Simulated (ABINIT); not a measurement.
Here is an ABINIT 10.8.3 (patched build) calculation.

Contents of run.py:

```python
import json, os
import numpy as np
from ase.units import GPa
from ase.calculators.abinit import Abinit, AbinitProfile
from ase.io import read

atoms = read('Au.xyz')

profile = AbinitProfile(command='abinit', pp_paths=[os.path.abspath('pseudos')])
params = dict(
    pps='pawxml', xc='PBE',
    chksymtnons=0,
    tolsym=1e-06,
    ecut=544.2277,
    pawecutdg=1088.4554,
    pawxcdev=0,
    kptopt=1,
    ngkpt=[10, 10, 6],
    nshiftk=1,
    shiftk=[0.0, 0.0, 0.0],
    ixc=11,
    nband=15,
    occopt=3,
    tsmear=0.05,
    nstep=100,
    tolvrs=1e-09,
    prtwf=0,
    prtden=0,
)

atoms.calc = Abinit(profile=profile, directory='run', **params)
energy = atoms.get_potential_energy()
forces = atoms.get_forces()
stress = atoms.get_stress()
print(f'energy {energy:.6f} eV')
print('forces (eV/A)')
print(np.round(forces, 5))
print('stress (GPa, Voigt, tension positive)', np.round(stress / GPa, 4))
json.dump(dict(energy=energy, forces=forces.tolist(), stress=stress.tolist(), cell=atoms.cell.tolist(), frac=atoms.get_scaled_positions(wrap=False).tolist()), open('results.json', 'w'))
```

Au.xyz

```xyz
2
Lattice="2.8154890579 0.0000000000 0.0000000000 -0.0129553469 2.8201795887 0.0000000000 -1.1378916452 -1.1854109603 4.9240140333" Properties=species:S:1:pos:R:3 pbc="T T T"
Au     1.5739629349      1.5532646385      1.3494506659
Au     0.0906791309      0.0815039899      3.5745633674
```

Potentials or basis: JTH PAW PBE v2.0.

Command:

```sh
$ python run.py
```

Task: Predict the largest force.

Result: 0.063 eV/Å.

Task: Estimate the pressure.

Result: -0.6 GPa.

Task: Estimate the band gap on the k mesh.

Result: None (metal or under the smearing width).

Stress tensor (GPa, compression positive):
```
-1.21  0.23  0.90
 0.23 -1.50  0.70
 0.90  0.70  0.77
```

The run has no spin-orbit coupling, so splittings on Au are missing.
